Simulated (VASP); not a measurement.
# CdSe (F-43m) in VASP: notebook, part 2 of 2

VASP 6.6.1.

**4. G0W0 quasiparticle levels, LDA**

Contents of POSCAR:

```
CdSe
1.0
    0.0000000000      3.0702711986      3.0702711986
    3.0702711986      0.0000000000      3.0702711986
    3.0702711986      3.0702711986      0.0000000000
Cd Se
1 1
Direct
    0.0000000000      0.0000000000      0.0000000000
    0.2500000000      0.2500000000      0.2500000000
```

Contents of INCAR.step1:

```
SYSTEM = CdSe
  PREC = Accurate
  ENCUT = 500
  EDIFF = 1E-8
  ISMEAR = 0
  SIGMA = 0.01
  LREAL = .FALSE.
  LASPH = .TRUE.
  NELM = 60
  ALGO = Normal
  LWAVE = .TRUE.
  LCHARG = .FALSE.
  GGA = CA
```

Contents of INCAR.step2:

```
SYSTEM = CdSe
  PREC = Accurate
  ENCUT = 500
  EDIFF = 1E-8
  ISMEAR = 0
  SIGMA = 0.01
  LREAL = .FALSE.
  LASPH = .TRUE.
  NELM = 1
  ALGO = Exact
  LWAVE = .TRUE.
  LCHARG = .FALSE.
  GGA = CA
  NBANDS = 140
  LOPTICS = .TRUE.
  ISTART = 1
```

Contents of INCAR.step3:

```
SYSTEM = CdSe
  PREC = Accurate
  ENCUT = 500
  EDIFF = 1E-8
  ISMEAR = 0
  SIGMA = 0.01
  LREAL = .FALSE.
  LASPH = .TRUE.
  ALGO = EVGW0
  LWAVE = .FALSE.
  LCHARG = .FALSE.
  GGA = CA
  NELMGW = 1
  NBANDS = 140
  ENCUTGW = 100
  NOMEGA = 48
  PRECFOCK = Fast
  ISTART = 1
  NBANDSGW = 17
```

Contents of KPOINTS:

```
regular mesh
0
G
  5 5 5
  0 0 0
```

Potentials or basis: VASP PAW LDA potentials, release 64 (Cd_GW, Se_GW).

On the command line:

```sh
cat potpaw_LDA.64/Cd_GW/POTCAR potpaw_LDA.64/Se_GW/POTCAR > POTCAR
cp INCAR.step1 INCAR
mpirun -np 1 vasp_std > vasp.out
cp INCAR.step2 INCAR
mpirun -np 1 vasp_std > vasp.out
cp INCAR.step3 INCAR
mpirun -np 1 vasp_std > vasp.out
```

OUTCAR:

```text
SYSTEM = CdSe
   PREC = Accurate
   ENCUT = 500
   EDIFF = 1E-8
   ISMEAR = 0
   LREAL = .FALSE.
   LASPH = .TRUE.
   GGA = CA
   NELMGW = 1
   ENCUTGW = 100
   PRECFOCK = Fast
   ISTART = 1

 ion  position               nearest neighbor table
   1  0.000  0.000  0.000-   2 2.66   2 2.66   2 2.66   2 2.66
   2  0.250  0.250  0.250-   1 2.66   1 2.66   1 2.66   1 2.66

  LATTYP: Found a face centered cubic cell.
 ALAT       =     6.1405423972

  Lattice vectors:

 A1 = (   0.0000000000,   3.0702711986,   3.0702711986)
 A2 = (   3.0702711986,   0.0000000000,   3.0702711986)
 A3 = (   3.0702711986,   3.0702711986,   0.0000000000)

Analysis of symmetry for initial positions (statically):
=====================================================================
 Subroutine PRICEL returns:
 Original cell was already a primitive cell.

 Routine SETGRP: Setting up the symmetry group for a
 face centered cubic supercell.

 Subroutine GETGRP returns: Found 24 space group operations
 (whereof 24 operations were pure point group operations)
 out of a pool of 48 trial point group operations.

The static configuration has the point symmetry T_d .

Analysis of symmetry for dynamics (positions and initial velocities):
=====================================================================
 Subroutine PRICEL returns:
 Original cell was already a primitive cell.

 Routine SETGRP: Setting up the symmetry group for a
 face centered cubic supercell.

 Subroutine GETGRP returns: Found 24 space group operations
 (whereof 24 operations were pure point group operations)
 out of a pool of 48 trial point group operations.

The dynamic configuration has the point symmetry T_d .

 Subroutine INISYM returns: Found 24 space group operations
 (whereof 24 operations are pure point group operations),
 and found     1 'primitive' translations

----------------------------------------------------------------------------------------

                                     Primitive cell

  volume of cell :      57.8842

  direct lattice vectors                    reciprocal lattice vectors
     0.000000000  3.070271199  3.070271199    -0.162852063  0.162852063  0.162852063
     3.070271199  0.000000000  3.070271199     0.162852063 -0.162852063  0.162852063
     3.070271199  3.070271199  0.000000000     0.162852063  0.162852063 -0.162852063

  length of vectors
     4.342019169  4.342019169  4.342019169     0.282068048  0.282068048  0.282068048

  position of ions in fractional coordinates (direct lattice)
     0.000000000  0.000000000  0.000000000
     0.250000000  0.250000000  0.250000000

  ion indices of the primitive-cell ions
   primitive index   ion index
                 1           1
                 2           2

----------------------------------------------------------------------------------------

 KPOINTS: regular mesh

Automatic generation of k-mesh.
 Grid dimensions read from file:
 generate k-points for:    5    5    5

 Generating k-lattice:

  Cartesian coordinates                     Fractional coordinates (reciprocal lattice)
    -0.032570413  0.032570413  0.032570413     0.200000000  0.000000000  0.000000000
     0.032570413 -0.032570413  0.032570413     0.000000000  0.200000000  0.000000000
     0.032570413  0.032570413 -0.032570413     0.000000000  0.000000000  0.200000000

  Length of vectors
     0.056413610  0.056413610  0.056413610

  Shift w.r.t. Gamma in fractional coordinates (k-lattice)
     0.000000000  0.000000000  0.000000000

 Subroutine IBZKPT returns following result:
 ===========================================

 Found     10 irreducible k-points:

 Following reciprocal coordinates:
            Coordinates               Weight
  0.000000  0.000000  0.000000      1.000000
  0.200000  0.000000  0.000000      8.000000
  0.400000  0.000000  0.000000      8.000000
  0.200000  0.200000  0.000000      6.000000
  0.400000  0.200000  0.000000     24.000000
 -0.400000  0.200000  0.000000     24.000000
 -0.200000  0.200000  0.000000     12.000000
  0.400000  0.400000  0.000000      6.000000
 -0.400000  0.400000  0.000000     12.000000
 -0.400000  0.400000  0.200000     24.000000
   k-points           NKPTS =     10   k-points in BZ     NKDIM =    125   number of bands    NBANDS=    140
   number of dos      NEDOS =    301   number of ions     NIONS =      2
   total plane-waves  NPLWV =  32768
   dimension x,y,z NGX =    32 NGY =   32 NGZ =   32
   dimension x,y,z NGXF=    64 NGYF=   64 NGZF=   64
   ions per type =               1   1
   NGX,Y,Z   is equivalent  to a cutoff of  12.25, 12.25, 12.25 a.u.
   NGXF,Y,Z  is equivalent  to a cutoff of  24.50, 24.50, 24.50 a.u.
 SYSTEM =  CdSe
   PREC   = accura    normal or accurate (medium, high low for compatibility)
   ISTART =      1    job   : 0-new  1-cont  2-samecut
   ICHARG =      0    charge: 1-file 2-atom 10-const
   ISPIN  =      1    spin polarized calculation?
   LNONCOLLINEAR =      F non collinear calculations
   LSORBIT =      F    spin-orbit coupling
   LASPH  =      T    aspherical Exc in radial PAW
   ENCUT  =  500.0 eV  36.75 Ry    6.06 a.u.   7.92  7.92  7.92*2*pi/ulx,y,z
   NELM   =     60;   NELMIN=  2; NELMDL=  0     # of ELM steps
   EDIFF  = 0.1E-07   stopping-criterion for ELM
   LREAL  =      F    real-space projection
   EDIFFG = 0.1E-06   stopping-criterion for IOM
   NSW    =      0    number of steps for IOM
   IBRION =     -1    ionic relax: 0-MD 1-quasi-New 2-CG
   NFREE  =      0    steps in history (QN), initial steepest desc. (CG)
   ISIF   =      0    stress and relaxation
   ISYM   =      3    0-nonsym 1-usesym 2-fastsym
   POTIM  = 0.5000    time-step for ionic-motion
   TEBEG  =    0.0;   TEEND  =   0.0 temperature during run
   PSTRESS=    0.0 pullay stress
   NELECT =      18.0000    total number of electrons
   NUPDOWN=      -1.0000    fix difference up-down
   EMIN   =  10.00;   EMAX   =-10.00  energy-range for DOS
   EFERMI =   0.00;   METHOD = LEGACY
   ISMEAR =     0;   SIGMA  =   0.01  broadening in eV -4-tet -1-fermi 0-gaus
   EFERMI_NEDOS =   21; number of points for ismear=-14 and -15
   IALGO  =     38    algorithm
   IMIX   =      4    mixing-type and parameters
     AMIX     =   0.40;   BMIX     =  1.00
     AMIX_MAG =   1.60;   BMIX_MAG =  1.00
  volume/ion in A,a.u.               =      28.94       195.31
  Fermi-wavevector in a.u.,A,eV,Ry     =   1.109121  2.095935 16.737199  1.230149
  Thomas-Fermi vector in A             =   2.245657
   LORBIT       =      0    0 simple, 1 ext, 2 COOP (PROOUT), +10 PAW based schemes
   GGA     = CA    functional components
   LHFCALC =     T    Hartree Fock is set to
   PRECFOCK=fast      Normal, Fast or Accurate (Low or Medium for compatibility)
   ENCUT4O =  -1.0   cutoff for four orbital integrals eV
   NKREDX  =     1    reduce k-point grid by
   NKREDY  =     1    reduce k-point grid by
   NKREDZ  =     1    reduce k-point grid by
   AEXX    =    1.0000 exact exchange contribution
   HFSCREEN=    0.0000 screening length (either q_TF or 0.3 A-1)
   HFSCREENC=   0.0000 screening length for correlation (either q_TF or 0.3 A-1)
   ENCUTFOCK=  -1.0 apply spherical cutoff to Coloumb kernel
   IVDW    =     0    specifies the selected vdW correction
   LEPSILON=     F    determine dielectric tensor
   LRPA    =     F    only Hartree local field effects (RPA)
   LRPAFORCE           =     F    calculate RPA forces
   ENCUTGW             = 100.0    cutoff for response function in eV
   ENCUTGWSOFT         =  80.0    soft cutoff for Coulomb kernel in GW response function in eV
   ENCUTLF             =  -1.0    cutoff for local field effects
   NELMGW              =     1    number of iterations in solving QP/BSE equation
   NELMHF              =     1    number of iterations in the inner HF iteration
   NKREDLFX            =     1    NKREDLFY  =   1   NKREDLFZ  =   1
 non-spin polarized calculation
 Gauss-broadening in eV      SIGMA  =   0.01
  energy-cutoff  :      500.00
  volume of cell :       57.88
 maximum number of plane-waves:      1479
  NGX = 18; NGY = 18; NGZ = 18
   NGX = 15   NGY = 15   NGZ = 15
 maximum number of plane-waves:       137
 NGX is ok and might be reduce to    18

 QP shifts <psi_nk| G(iteration)W_0 |psi_nk>: iteration 1
 for sc-GW calculations column KS-energies equals QP-energies in previous step
 and V_xc(KS)=  KS-energies - (<T + V_ion + V_H > + <T+V_H+V_ion>^1  + <V_x>^1)

 k-point   1 :       0.0000    0.0000    0.0000
  band No.  KS-energies  QP-energies   sigma(KS)   V_xc(KS)     V^pw_x(r,r')   Z            occupation Imag(sigma)

      1     -10.7768     -10.8728     -12.7604     -12.6054     -19.6205       0.6189       2.0000       1.0065
      2      -6.1561      -7.7865     -17.6601     -15.2409     -22.8719       0.6739       2.0000       0.2705
      3      -6.1561      -7.7865     -17.6601     -15.2409     -22.8719       0.6739       2.0000       0.2705
      4      -6.1561      -7.7865     -17.6601     -15.2409     -22.8719       0.6739       2.0000       0.2705
      5      -5.8078      -7.5488     -18.0798     -15.5231     -23.1727       0.6809       2.0000       0.2204
      6      -5.8078      -7.5488     -18.0798     -15.5231     -23.1727       0.6809       2.0000       0.2204
[... 9 lines left out ...]
     16      12.7324      13.0354      -9.2459      -9.6649      -4.2473       0.7233       0.0000      -0.2556
     17      13.4825      13.6449      -7.1363      -7.3587      -1.9739       0.7303       0.0000      -0.3364
[... 172 lines left out ...]
      1     -10.3367     -10.5204     -13.4464     -13.1561     -20.0579       0.6331       2.0000       0.9455
      2      -5.9984      -7.6774     -17.8482     -15.3746     -23.0233       0.6787       2.0000       0.2584
      3      -5.9889      -7.6579     -17.8296     -15.3692     -23.0067       0.6783       2.0000       0.2624
      4      -5.8562      -7.5791     -17.9943     -15.4625     -23.1094       0.6805       2.0000       0.2318
      5      -5.7896      -7.5284     -18.0885     -15.5353     -23.1928       0.6810       2.0000       0.2228
      6      -5.4384      -7.0483     -17.8946     -15.5378     -22.9885       0.6831       2.0000       0.2667
[... 9 lines left out ...]
     16      15.0653      15.4873      -9.1853      -9.7630      -3.5745       0.7305       0.0000      -0.5107
     17      15.3504      15.7918      -9.1708      -9.7727      -3.4914       0.7334       0.0000      -0.5840
```

Run time: 12 min. Hardware: 1 thread of Intel Xeon Platinum 8259CL at 2.50GHz (Skylake/Cascade Lake), shared host; peak memory 0.68 GiB.

What came out:

```
Band gap on the k mesh, mean-field level : 0.29 eV, direct
Quasiparticle gap                        : 1.04 eV
Least direct quasiparticle gap           : 1.04 eV
```

Levels at points of the mesh, in eV from the valence-band top:
| k point | band 5 | band 6 | band 7 | band 8 | band 9 | band 10 | band 11 | band 12 | band 13 |
| --- | --- | --- | --- | --- | --- | --- | --- | --- | --- |
| (0.00, 0.00, 0.00) | -7.52 | -7.52 | 0.00 | 0.00 | 0.00 | 0.29 | 5.79 | 5.79 | 5.79 |

Caveat: bands, screening cutoff and mesh are small and nothing is extrapolated, so the quasiparticle values aren't converged.

**5. Band structure, LDA**

POSCAR is that of step 4.

Contents of INCAR.step1:

```
SYSTEM = CdSe
PREC     = Accurate       ! precision mode
ENCUT    = 520            ! plane-wave cutoff, eV
EDIFF    = 1E-6           ! SCF threshold, eV
ISMEAR   = 0              ! smearing method
SIGMA    = 0.02           ! smearing width, eV
LREAL    = .FALSE.        ! projectors in reciprocal space
LASPH    = .TRUE.         ! aspherical terms in the spheres
NELM     = 60             ! most SCF steps
ALGO     = Fast           ! electronic algorithm
ISIF     = 2              ! what is computed and relaxed
LWAVE    = .FALSE.        ! write WAVECAR
LCHARG   = .TRUE.         ! write CHGCAR
```

Contents of KPOINTS.step1:

```
regular mesh
0
G
  8 8 8
  0 0 0
```

Contents of INCAR.step2:

```
SYSTEM = CdSe
PREC     = Accurate       ! precision mode
ENCUT    = 520            ! plane-wave cutoff, eV
EDIFF    = 1E-6           ! SCF threshold, eV
ISMEAR   = 0              ! smearing method
SIGMA    = 0.05           ! smearing width, eV
LREAL    = .FALSE.        ! projectors in reciprocal space
LASPH    = .TRUE.         ! aspherical terms in the spheres
NELM     = 60             ! most SCF steps
ALGO     = Fast           ! electronic algorithm
ISIF     = 2              ! what is computed and relaxed
LWAVE    = .FALSE.        ! write WAVECAR
LCHARG   = .FALSE.        ! write CHGCAR
ICHARG   = 11             ! starting density
```

Contents of KPOINTS.step2:

```
path GXWKGLUWLK,UX
20
line-mode
reciprocal
 0.0000000000  0.0000000000  0.0000000000  G
 0.5000000000  0.0000000000  0.5000000000  X

 0.5000000000  0.0000000000  0.5000000000  X
 0.5000000000  0.2500000000  0.7500000000  W

 0.5000000000  0.2500000000  0.7500000000  W
 0.3750000000  0.3750000000  0.7500000000  K

 0.3750000000  0.3750000000  0.7500000000  K
 0.0000000000  0.0000000000  0.0000000000  G

 0.0000000000  0.0000000000  0.0000000000  G
 0.5000000000  0.5000000000  0.5000000000  L

 0.5000000000  0.5000000000  0.5000000000  L
 0.6250000000  0.2500000000  0.6250000000  U

 0.6250000000  0.2500000000  0.6250000000  U
 0.5000000000  0.2500000000  0.7500000000  W

 0.5000000000  0.2500000000  0.7500000000  W
 0.5000000000  0.5000000000  0.5000000000  L

 0.5000000000  0.5000000000  0.5000000000  L
 0.3750000000  0.3750000000  0.7500000000  K

 0.6250000000  0.2500000000  0.6250000000  U
 0.5000000000  0.0000000000  0.5000000000  X
```

Potentials or basis: VASP PAW LDA potentials, release 64 (Cd, Se).

On the command line:

```sh
cat potpaw_LDA.64/Cd/POTCAR potpaw_LDA.64/Se/POTCAR > POTCAR
cp INCAR.step1 INCAR
cp KPOINTS.step1 KPOINTS
mpirun -np 1 vasp_std > vasp.out
cp INCAR.step2 INCAR
cp KPOINTS.step2 KPOINTS
mpirun -np 1 vasp_std > vasp.out
```

It took 39 s on 1 thread of Intel Xeon Platinum 8488C (Sapphire Rapids), shared host; peak memory 0.27 GiB.

The run converged. Its results:

* Band gap on the k mesh: 0.30 eV, direct
* Band gap along the path: 0.31 eV, direct

Levels at the corners of the path, in eV from the valence-band top:
```tsv
point	band 6	band 7	band 8	band 9	band 10	band 11	band 12	band 13
Γ	-7.50	0.00	0.00	0.00	0.31	5.79	5.79	5.79
X	-7.18	-4.03	-1.79	-1.79	2.99	3.58	8.75	9.85
X	-7.18	-4.03	-1.79	-1.79	2.99	3.58	8.75	9.85
W	-7.06	-3.94	-2.17	-2.14	4.80	5.05	6.23	7.41
W	-7.06	-3.94	-2.17	-2.14	4.80	5.05	6.23	7.41
K	-7.10	-3.97	-2.46	-1.47	3.53	4.95	7.99	8.37
K	-7.10	-3.97	-2.46	-1.47	3.53	4.95	7.99	8.38
Γ	-7.50	0.00	0.00	0.00	0.31	5.79	5.79	5.79
Γ	-7.50	0.00	0.00	0.00	0.31	5.79	5.79	5.79
L	-7.24	-4.31	-0.72	-0.72	2.16	6.31	6.31	7.11
L	-7.24	-4.31	-0.72	-0.72	2.16	6.31	6.31	7.11
U	-7.10	-3.97	-2.46	-1.47	3.53	4.95	7.99	8.39
U	-7.10	-3.97	-2.46	-1.47	3.53	4.95	7.99	8.37
W	-7.06	-3.94	-2.17	-2.14	4.80	5.05	6.23	7.41
W	-7.06	-3.94	-2.17	-2.14	4.80	5.05	6.23	7.41
L	-7.24	-4.31	-0.72	-0.72	2.16	6.31	6.31	7.11
L	-7.24	-4.31	-0.72	-0.72	2.16	6.31	6.31	7.11
K	-7.10	-3.97	-2.46	-1.47	3.53	4.95	7.99	8.38
U	-7.10	-3.97	-2.46	-1.47	3.53	4.95	7.99	8.39
X	-7.18	-4.03	-1.79	-1.79	2.99	3.58	8.75	9.85
```

Caveat: the log is that of the step along the path at fixed density, whose energy, stress, charges and moments have no meaning. As with any semilocal functional, this LDA gap is likely too small.

**6. Summary**

```tsv
task	level	potentials or basis	k mesh	cutoff (eV)	smearing	grid for exact exchange (PRECFOCK)	exchange at q = 0	cutoff of the response function	frequency points	empty bands	mesh quality	gap on the mesh (eV)
band structure	SCAN0	VASP PAW PBE potentials, release 64 (Cd, Se)	4 × 4 × 4	520	fermi-dirac 0.05 eV	Fast	truncated	-	-	-	coarse	2.35
evGW0 quasiparticle levels	PBE	VASP PAW PBE potentials, release 64 (Cd_GW, Se_GW)	4 × 4 × 4	500	gaussian 0.01 eV	-	-	100	64	194	coarse	-
G0W0 quasiparticle levels	LDA	VASP PAW LDA potentials, release 64 (Cd_GW, Se_GW)	5 × 5 × 5	500	gaussian 0.01 eV	-	-	100	48	131	not flagged	-
band structure	LDA	VASP PAW LDA potentials, release 64 (Cd, Se)	8 × 8 × 8	520	gaussian 0.02 eV	-	-	-	-	-	not flagged	0.30
```

Alike in all rows: no spin polarisation; cell as given.

Caveats: some runs use coarse meshes; bands, screening cutoff and mesh are small and nothing is extrapolated, so the quasiparticle values aren't converged (some runs).

Total energies depend on the potentials used, so only differences within one code and one set of settings carry meaning.
